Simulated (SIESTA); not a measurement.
# Zn under changes of volume

One of the cells (14.444 Å³/atom); the others are scaled copies at fixed shape and fractional positions:

```
Zn
1.0
     2.26817   -1.30849    0.00000
     2.26817    1.30849    0.00000
    -1.59172    0.00000    7.30041
Zn
3
Direct
  0.77802 0.77802 0.33450
  0.22198 0.22198 0.66550
  0.00000 0.00000 0.00000
```

This isn't the form of Zn at room conditions, which is hcp.

```yaml
Program: SIESTA 5.4.2
Functional: LDA
Potentials_or_basis: PseudoDojo 0.4 standard (LDA files)
Basis: DZP (energy shift 0.003 Ry; two zetas on semicore shells)
Grid_cutoff: 800 Ry
Energy_shift: 0.003 Ry
k_mesh: 12 × 12 × 4
Occupations: fermi-dirac, width 0.05 eV
Spin: no spin polarisation
```

```csv
volume (Å³/atom),energy over the lowest point (meV/atom),pressure (GPa),largest force (eV/Å)
13.578,0.00,-2.3,0.040
13.867,?,?,?
14.156,16.09,-6.4,0.031
14.444,29.28,-8.1,0.025
14.733,45.41,-9.7,0.024
15.022,64.12,-11.0,0.024
15.311,85.05,-12.1,0.023
```

Question: What does the run at 13.867 Å³/atom give?

Answer: Energy over the lowest point 6.21 meV/atom; pressure -4.5 GPa; largest force 0.036 eV/Å.

Worked out: A Birch-Murnaghan fit of order 3 (a polynomial in V^(-2/3)) to the other rows has its minimum at 13.32 Å³/atom, just outside them, with B0 = V·E''(V) = 123 GPa and B' = 4.9 at fixed shape and positions, which overstates the stiffness. It gives 6.16 meV/atom at 13.867 Å³/atom, against the run's 6.21, and -dE/dV = -4.5 GPa, against -4.5.

Energies are extrapolated to zero smearing.

Caveats: short orbitals over semicore shells can move pressures by several GPa; the basis of atomic orbitals isn't converged, which shifts pressures, moduli and gaps.
